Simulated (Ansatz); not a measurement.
Calculated 47Ti nuclear quadrupole resonance for TiO2

Cell: a computed structure from the Materials Project (it need not be an observed phase).

Space group I4/m (No. 87); a = 8.7015, c = 3.7751 Å.

```
site  Wyckoff  site symmetry       x       y       z
  Ti       8h            m..  0.0029  0.2923  0.0000
  O5       8h            m..  0.1508  0.4989  0.0000
  O6       8h            m..  0.3404  0.6617  0.5000
```

One atom of each set is listed; the run and its k-mesh use a cell of 12 atoms with edges of 6.44, 6.44, 6.44 Å.

Level of theory: DFT, r2SCAN, plane waves and PAW, scalar-relativistic, 500 eV cutoff, Γ-centred 7×7×7 k-points, Fermi–Dirac smearing 0.02 eV (Ansatz 0.2.0).

47Ti: I = 5/2, Q = 302.0 mb (year-2017 value). Static lattice, zero field.

(1) At which frequencies do the 47Ti NQR lines lie?

(2) And for Ti-49 (I = 7/2, Q = 247.0 mb) on Ti?

Answers

(1) For I = 5/2 and η = 0 the lines are 3|C_Q|/20 and twice that; η pulls their ratio below 2.

```csv
site,atoms,V_zz (10²¹ V/m²),C_Q (MHz),η,line frequencies (MHz)
Ti,4,1.30,9.52,0.31,"1.57, 2.81"
```

(2) C_Q scales with Q to 7.79 MHz, with lines at 0.719, 1.07, 1.65 MHz.

The largest force is 0.3 eV/Å, so the atoms aren't at the calculated equilibrium and relaxing them would move these values.
